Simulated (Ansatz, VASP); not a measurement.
## One calculation of Nb, two programs

```
CELL_PARAMETERS angstrom
0.00000 2.16891 2.16891
2.16891 0.00000 2.16891
2.16891 2.16891 0.00000
ATOMIC_POSITIONS crystal
Nb 0.00000 0.00000 0.00000
```

Alike in both runs: task single point; functional PBEsol; k mesh 16 × 16 × 16; occupations gaussian, width 0.1 eV; no spin polarisation.

|  | VASP | Ansatz |
| --- | --- | --- |
| version | VASP 6.6.1 | Ansatz 0.2.0 |
| potentials or method | VASP PAW PBE potentials, release 64 (Nb_sv) | scalar-relativistic, plane waves, PAW |
| plane-wave cutoff (eV) | 520 | 420 |
| valence electrons in the cell | 13 | 13 |

```csv
,VASP,Ansatz,Ansatz less VASP
gap on the k mesh at the Fermi level (eV),none,none,-
pressure (GPa),-16.9,-16.6,+0.26
```

A gap of «none» marks a metal or a gap that the smearing closes. The functional is the same, so the differences come from potentials, cutoffs and numerics.

Caveats: so large a pressure means that the cell lies far from this level's equilibrium, or that cutoff or potentials fall short (VASP); the potentials were made for another functional, which shifts forces and pressure (VASP).
